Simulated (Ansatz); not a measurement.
SiC: ideal shear of a crystal plane

Level of theory: DFT r2SCAN, scalar-relativistic, plane waves, PAW in Ansatz. The runs took a 500 eV cutoff, a Γ-centred 6×9×3 mesh and Gaussian smearing (0.05 eV). No spin polarisation. Energies are free energies at this smearing, counted from the undisturbed cell; pressure is positive in compression.

The starting cell (relaxed at this level):

```
Si C
1.0
     4.35629    0.00000    0.00000
     0.00000    2.17814   -2.17814
     0.00000    6.53443    6.53443
Si C
6 6
Direct
  0.00000 0.00000 0.24998
  0.50000 0.50000 0.41665
  0.00000 0.00000 0.58332
  0.50000 0.50000 0.74998
  0.00000 0.00000 0.91665
  0.50000 0.50000 0.08332
  0.75000 0.00000 0.41665
  0.25000 0.50000 0.58332
  0.75000 0.00000 0.74998
  0.25000 0.50000 0.91665
  0.75000 0.00000 0.08332
  0.25000 0.50000 0.24998
```

The cut lies on the cell's a–b face, a (0 -1 1) plane (indices in the standard cell, whose axes needn't be the Cartesian ones shown) of area 13.42 Å², between layers 1.54 Å apart. Vector c is tilted by f times 1·a + 0·b (length 4.356 Å) with the atoms' Cartesian places fixed: one unrelaxed fault a cell. The traction is dγ/du, the slope of γ against the slip u in Å. Some rows repeat others by symmetry and weren't run.

| f | γ (mJ/m²) | traction (GPa) |
| --- | --- | --- |
| 0.0000 | 0 | 0.0 |
| 0.1000 | 1768 | 77.0 |
| 0.2000 | 5916 | 99.3 |
| 0.3000 | 9185 | 43.2 |
| 0.4000 | 10252 | 12.7 |
| 0.5000 | 10588 | 0.0 |
| 0.6000 | 10252 | -12.7 |
| 0.7000 | 9185 | -43.2 |
| 0.8000 | 5916 | -99.3 |
| 0.9000 | 1768 | -77.0 |

**Question.** Read off the first barrier and the stress needed to climb it, and compare with Frenkel's sinusoid.

**Answer.** The first sampled maximum lies at f = 0.500, a slip of 2.18 Å, with γ ≈ 10588 mJ/m², which stands in for the unstable fault energy γ_us, and the steepest sampled slope before it is 99.3 GPa. A sinusoid γ = γ_us sin²(πu/λ) with its maximum there has λ = 4.36 Å and a largest slope πγ_us/λ = 76.4 GPa (1 mJ/m² per Å = 0.01 GPa).

**Question.** Is there a metastable fault on this line?

**Answer.** Apart from points where γ returns to about zero, no local minimum shows among the samples, so at this sampling the line offers no fault for a dislocation to split on; a fault can still lie off the line.

The cut is rigid; relaxing the faces lowers these energies and usually the stresses.

The gap closes along the scan, which can put kinks into the curve.

Cost: 6 runs of about 4 core-minutes in all, on Oxide Virtual Turin-like Processor (Zen 5) (shared hosts).